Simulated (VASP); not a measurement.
# V (P6_3/mmc) in VASP: a series of runs

Runs on V. Level: PBE. Tasks: single point.

Everything below comes from runs of VASP 6.6.1. Logs are shortened: lines on timing, memory, paths and dates and some standing lists are left out, and cuts for length are marked.

## 1. The structure

It takes space group P6_3/mmc (No. 194, hexagonal). Conventional cell: a = 2.604 Å, b = 2.604 Å, c = 4.723 Å, α = 90.00°, β = 90.00°, γ = 120.00°. V (site symmetry -6m2) is surrounded by 12 V at 2.60 to 2.80 Å.

This isn't the form of V at room conditions, which is bcc.

## 2. Single point, PBE, collinear spin, ferromagnetic start

INCAR reads:

```
  PREC = Accurate
  ENCUT = 460
  EDIFF = 1E-4
  ISMEAR = 0
  SIGMA = 0.1
  LREAL = F
  LASPH = T
  NELM = 100
  ALGO = Normal
  ISIF = 2
  LWAVE = F
  LCHARG = F
  ISPIN = 2
  MAGMOM = 2 2
  LORBIT = 11
  LMAXMIX = 4
  GGA = PE
  ADDGRID = F
```

KPOINTS reads:

```
Automatic mesh
0
Gamma
  15 15 8
```

POSCAR reads:

```
V
1.0
    2.6042941027      0.0000000000      0.0000000000
   -1.3021470513      2.2553848518      0.0000000000
    0.0000000000      0.0000000000      4.7233360000
V
2
Direct
    0.3333333333      0.6666666667      0.2500000000
    0.6666666667      0.3333333333      0.7500000000
```

Potentials or basis: VASP PAW PBE potentials, release 64 (V_sv).

Started as:

```sh
> cat potpaw_PBE.64/V_sv/POTCAR > POTCAR
> mpirun -np 1 vasp_std > vasp.out
```

OUTCAR:

```text
PREC = Accurate
   ENCUT = 460
   EDIFF = 1E-4
   ISMEAR = 0
   LREAL = F
   LASPH = T
   NELM = 100
   ISIF = 2
   ISPIN = 2
   LORBIT = 11
   GGA = PE

 Found    135 irreducible k-points:

 Following reciprocal coordinates:
            Coordinates               Weight
  0.000000  0.000000  0.000000      1.000000
  0.066667 -0.000000  0.000000      6.000000
  0.133333 -0.000000  0.000000      6.000000
  0.200000 -0.000000  0.000000      6.000000
  0.266667 -0.000000  0.000000      6.000000
  0.333333 -0.000000  0.000000      6.000000
   k-points           NKPTS =    135   k-points in BZ     NKDIM =    135   number of bands    NBANDS=     19
   number of dos      NEDOS =    301   number of ions     NIONS =      2
   total plane-waves  NPLWV =  11664
   dimension x,y,z NGX =    18 NGY =   18 NGZ =   36
   dimension x,y,z NGXF=    36 NGYF=   36 NGZF=   72
   ions per type =               2
   NGX,Y,Z   is equivalent  to a cutoff of  11.49, 11.49, 12.67 a.u.
   NGXF,Y,Z  is equivalent  to a cutoff of  22.98, 22.98, 25.34 a.u.
 SYSTEM =  unknown system
   PREC   = accura    normal or accurate (medium, high low for compatibility)
   ISTART =      0    job   : 0-new  1-cont  2-samecut
   ICHARG =      2    charge: 1-file 2-atom 10-const
   ISPIN  =      2    spin polarized calculation?
   LNONCOLLINEAR =      F non collinear calculations
   LSORBIT =      F    spin-orbit coupling
   LASPH  =      T    aspherical Exc in radial PAW
   ENCUT  =  460.0 eV  33.81 Ry    5.81 a.u.   4.55  4.55  8.26*2*pi/ulx,y,z
   NELM   =    100;   NELMIN=  2; NELMDL= -5     # of ELM steps
   EDIFF  = 0.1E-03   stopping-criterion for ELM
   LREAL  =      F    real-space projection
   EDIFFG = 0.1E-02   stopping-criterion for IOM
   NSW    =      0    number of steps for IOM
   IBRION =     -1    ionic relax: 0-MD 1-quasi-New 2-CG
   NFREE  =      0    steps in history (QN), initial steepest desc. (CG)
   ISIF   =      2    stress and relaxation
   ISYM   =      2    0-nonsym 1-usesym 2-fastsym
   POTIM  = 0.5000    time-step for ionic-motion
   TEBEG  =    0.0;   TEEND  =   0.0 temperature during run
   PSTRESS=    0.0 pullay stress
   NELECT =      26.0000    total number of electrons
   NUPDOWN=      -1.0000    fix difference up-down
   EMIN   =  10.00;   EMAX   =-10.00  energy-range for DOS
   EFERMI =   0.00;   METHOD = LEGACY
   ISMEAR =     0;   SIGMA  =   0.10  broadening in eV -4-tet -1-fermi 0-gaus
   EFERMI_NEDOS =   21; number of points for ismear=-14 and -15
   IALGO  =     38    algorithm
   IMIX   =      4    mixing-type and parameters
     AMIX     =   0.40;   BMIX     =  1.00
     AMIX_MAG =   1.60;   BMIX_MAG =  1.00
  volume/ion in A,a.u.               =      13.87        93.61
  Fermi-wavevector in a.u.,A,eV,Ry     =   1.602062  3.027459 34.920768  2.566604
  Thomas-Fermi vector in A             =   2.698942
   LORBIT       =     11    0 simple, 1 ext, 2 COOP (PROOUT), +10 PAW based schemes
   GGA     = PE    functional components
   LHFCALC =     F    Hartree Fock is set to
   AEXX    =    0.0000 exact exchange contribution
   IVDW    =     0    specifies the selected vdW correction
   LEPSILON=     F    determine dielectric tensor
   LRPA    =     F    only Hartree local field effects (RPA)
 spin polarized calculation
 Gauss-broadening in eV      SIGMA  =   0.10
  energy-cutoff  :      460.00
  volume of cell :       27.74
 maximum number of plane-waves:       646
   NGX =  9   NGY =  9   NGZ = 17

 number of electron      25.9999996 magnetization       0.0040206

 Free energy of the ion-electron system (eV)
  ---------------------------------------------------
  ext. energy  EPLUGINS =         0.00000000
  ---------------------------------------------------
  free energy    TOTEN  =       -17.48541242 eV

  energy without entropy =      -17.46676261  energy(sigma->0) =      -17.47608751

 E-fermi :   9.6969     XC(G=0): -12.7275

 val. band max:        9.6931351871   @ k =   0.2667   0.0667   0.5000
 cond. band min:       9.6989372751   @ k =   0.0667   0.0667   0.3750
 fundamental gap:      0.0058020880
 Fermi energy:         9.6969107021

 spin component 1

 k-point     1 :       0.0000    0.0000    0.0000
  band No.  band energies     occupation
      1     -54.3290      1.00000
      2     -54.2223      1.00000
      3     -28.4288      1.00000
      4     -27.7971      1.00000
      5     -27.6617      1.00000
      6     -27.6617      1.00000
[... 11 lines left out ...]
     18      11.5285      0.00000
     19      12.5709      0.00000

 k-point     2 :       0.0667   -0.0000    0.0000
  band No.  band energies     occupation
      1     -54.3211      1.00000
      2     -54.2165      1.00000
      3     -28.4171      1.00000
      4     -27.7979      1.00000
      5     -27.6995      1.00000
      6     -27.6718      1.00000
[... 11 lines left out ...]
     18      11.4561      0.00000
     19      12.5917      0.00000

 k-point     3 :       0.1333   -0.0000    0.0000
  band No.  band energies     occupation
      1     -54.2984      1.00000
      2     -54.1999      1.00000
      3     -28.3823      1.00000
      4     -27.8058      1.00000
      5     -27.8000      1.00000
      6     -27.7498      1.00000
[... 11 lines left out ...]
     18      11.2707      0.00000
     19      12.6329      0.00000

 k-point     4 :       0.2000   -0.0000    0.0000
  band No.  band energies     occupation
      1     -54.2646      1.00000
      2     -54.1758      1.00000
      3     -28.3289      1.00000
      4     -27.9627      1.00000
      5     -27.9040      1.00000
      6     -27.8055      1.00000
[... 11 lines left out ...]
     18      11.2214      0.00000
     19      12.6639      0.00000

 k-point     5 :       0.2667   -0.0000    0.0000
  band No.  band energies     occupation
      1     -54.2247      1.00000
      2     -54.1487      1.00000
      3     -28.2628      1.00000
      4     -28.1418      1.00000
      5     -28.0762      1.00000
      6     -27.8163      1.00000
[... 11 lines left out ...]
     18      11.8030      0.00000
     19      12.6743      0.00000

 k-point     6 :       0.3333   -0.0000    0.0000
  band No.  band energies     occupation
      1     -54.1850      1.00000
      2     -54.1239      1.00000
      3     -28.3122      1.00000
      4     -28.2371      1.00000
      5     -28.1922      1.00000
      6     -27.8340      1.00000
[... 11 lines left out ...]
     18      12.4094      0.00000
     19      12.6688      0.00000

 [... further k-points ...]

 spin component 2

 k-point     1 :       0.0000    0.0000    0.0000
  band No.  band energies     occupation
      1     -54.3272      1.00000
      2     -54.2205      1.00000
      3     -28.4274      1.00000
      4     -27.7956      1.00000
      5     -27.6599      1.00000
      6     -27.6599      1.00000
[... 11 lines left out ...]
     18      11.5296      0.00000
     19      12.5720      0.00000

 k-point     2 :       0.0667   -0.0000    0.0000
  band No.  band energies     occupation
      1     -54.3193      1.00000
      2     -54.2147      1.00000
      3     -28.4157      1.00000
      4     -27.7964      1.00000
      5     -27.6977      1.00000
      6     -27.6700      1.00000
[... 11 lines left out ...]
     18      11.4572      0.00000
     19      12.5929      0.00000

 k-point     3 :       0.1333   -0.0000    0.0000
  band No.  band energies     occupation
      1     -54.2966      1.00000
      2     -54.1981      1.00000
      3     -28.3808      1.00000
      4     -27.8040      1.00000
      5     -27.7985      1.00000
      6     -27.7480      1.00000
[... 11 lines left out ...]
     18      11.2718      0.00000
     19      12.6340      0.00000

 k-point     4 :       0.2000   -0.0000    0.0000
  band No.  band energies     occupation
      1     -54.2628      1.00000
      2     -54.1740      1.00000
      3     -28.3274      1.00000
      4     -27.9610      1.00000
      5     -27.9022      1.00000
      6     -27.8040      1.00000
[... 11 lines left out ...]
     18      11.2231      0.00000
     19      12.6650      0.00000

 k-point     5 :       0.2667   -0.0000    0.0000
  band No.  band energies     occupation
      1     -54.2229      1.00000
      2     -54.1469      1.00000
      3     -28.2613      1.00000
      4     -28.1400      1.00000
      5     -28.0744      1.00000
      6     -27.8148      1.00000
[... 11 lines left out ...]
     18      11.8047      0.00000
     19      12.6755      0.00000

 k-point     6 :       0.3333   -0.0000    0.0000
  band No.  band energies     occupation
      1     -54.1833      1.00000
      2     -54.1221      1.00000
      3     -28.3104      1.00000
      4     -28.2353      1.00000
      5     -28.1907      1.00000
      6     -27.8325      1.00000
[... 11 lines left out ...]
     18      12.4111      0.00000
     19      12.6699      0.00000

 [... further k-points ...]
[... 5 lines left out ...]
  --------------------------------------------------------------------------------------
  -------------------------------------------------------------------------------------
  Total       -0.0167811     -0.0167811     -0.3727982     -0.0000000      0.0000000     -0.0000000
  in kB       -0.9691059     -0.9691059    -21.5290502     -0.0000000      0.0000000     -0.0000000
  external PRESSURE =      -7.8224207 kB  Pullay stress =       0.0000000 kB

 VOLUME and BASIS-vectors are now :
 -----------------------------------------------------------------------------
  energy-cutoff  :      460.00
  volume of cell :       27.74
      direct lattice vectors                 reciprocal lattice vectors
     2.604294103  0.000000000  0.000000000     0.383981210  0.221691655  0.000000000
    -1.302147051  2.255384852  0.000000000     0.000000000  0.443383310  0.000000000
     0.000000000  0.000000000  4.723336000     0.000000000  0.000000000  0.211714771

 POSITION                                       TOTAL-FORCE (eV/Angst)
 -----------------------------------------------------------------------------------
     -0.00000      1.50359      1.18083         0.000000      0.000000      0.000000
      1.30215      0.75179      3.54250        -0.000000     -0.000000      0.000000
 -----------------------------------------------------------------------------------
    total drift:                                0.000000     -0.000000      0.000000

  FREE ENERGIE OF THE ION-ELECTRON SYSTEM (eV)
  ---------------------------------------------------
  free  energy   TOTEN  =       -17.4854124159 eV

  energy  without entropy=      -17.4667626057  energy(sigma->0) =      -17.47608751

 total charge

# of ion       s       p       d       tot
------------------------------------------
    1        2.343   6.210   3.075  11.628
    2        2.343   6.210   3.075  11.628
--------------------------------------------------
tot          4.686  12.420   6.151  23.257

 magnetization (x)

# of ion       s       p       d       tot
------------------------------------------
    1        0.000   0.000   0.001   0.001
    2        0.000   0.000   0.001   0.001
--------------------------------------------------
tot          0.000   0.000   0.002   0.002
```

Run time: 63 s. Hardware: 1 thread of Intel Xeon Platinum 8488C (Sapphire Rapids), shared host; peak memory 0.2 GiB.

These settings aren't checked as converged: the numbers below hold their error.

Results:

```yaml
Free_energy: -17.4854 eV
Pressure: -0.8 GPa
Band_gap_on_the_k_mesh: none (metal or under the smearing width)
Net_moment: 0.00 μB per cell
Valence_electrons_inside_the_program's_atomic_spheres: V 11.63
```

## 3. Single point, PBE, collinear spin, ferromagnetic start

INCAR is that of step 2.

KPOINTS is that of step 2.

POSCAR reads:

```
V
1.0
    2.6042941027      0.0000000000      0.0000000000
   -1.3021470513      2.2553848518      0.0000000000
    0.0000000000      0.0000000000      4.7233360000
V
2
Direct
    0.3610050000      0.6924900000      0.2406650000
    0.6997010000      0.3498080000      0.7667620000
```

Potentials or basis: VASP PAW PBE potentials, release 64 (V_sv).

Started as:

```sh
> cat potpaw_PBE.64/V_sv/POTCAR > POTCAR
> mpirun -np 1 vasp_std > vasp.out
```

It took 5.9 min on 1 thread of Intel Xeon Platinum 8488C (Sapphire Rapids), shared host; peak memory 0.6 GiB.

These settings aren't checked as converged: the numbers below hold their error.

Results:

* Free energy: -17.4137 eV
* Pressure: 0.2 GPa
* Largest force: 1.185 eV/Å
* Band gap on the k mesh: none (metal or under the smearing width)
* Net moment: 0.03 μB per cell
* Valence electrons inside the program's atomic spheres: V 11.64

## 4. The reference run

An earlier run on the cell as given: functional PBE; potentials or basis VASP PAW PBE potentials, release 64 (V_sv); cutoff 520 eV; k mesh 12 × 12 × 6; occupations fermi-dirac, width 0.05 eV; collinear spin, ferromagnetic start; starting moments [2.0, 2.0] μB.

* Pressure: -0.3 GPa
* Band gap on the k mesh: none (metal or under the smearing width)
* Net moment: 0.00 μB per cell
* Valence electrons inside the program's atomic spheres: V 11.63
